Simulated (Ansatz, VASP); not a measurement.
TiB2 in VASP and in Ansatz

```
CELL_PARAMETERS angstrom
3.01759 0.00000 0.00000
-1.50879 2.61331 0.00000
0.00000 0.00000 3.18476
ATOMIC_POSITIONS crystal
Ti 0.00000 0.00000 0.00000
B 0.33333 0.66667 0.50000
B 0.66667 0.33333 0.50000
```

Alike in both runs: functional PBEsol; k mesh 15 × 15 × 14; occupations gaussian, width 0.1 eV; no spin polarisation.

Ansatz relaxed the structure, and its values are those at the end. VASP's run is a single point on that final structure, the one shown.

|  | VASP | Ansatz |
| --- | --- | --- |
| version | VASP 6.6.1 | Ansatz 0.2.0 |
| potentials or method | VASP PAW PBE potentials, release 64 (Ti_sv, B) | scalar-relativistic, plane waves, PAW |
| plane-wave cutoff (eV) | 520 | 420 |
| valence electrons in the cell | 18 | 18 |

|  | VASP | Ansatz | Ansatz less VASP |
| --- | --- | --- | --- |
| gap on the k mesh at the Fermi level (eV) | none | none | - |
| pressure (GPa) | 0.3 | 0.0 | -0.37 |

A gap of «none» marks a metal or a gap that the smearing closes. With one functional, cell and mesh, what is left measures potentials, basis and numerics.

Caveats: the PAW data sets were made with another functional, which shifts forces and pressure a little (VASP).
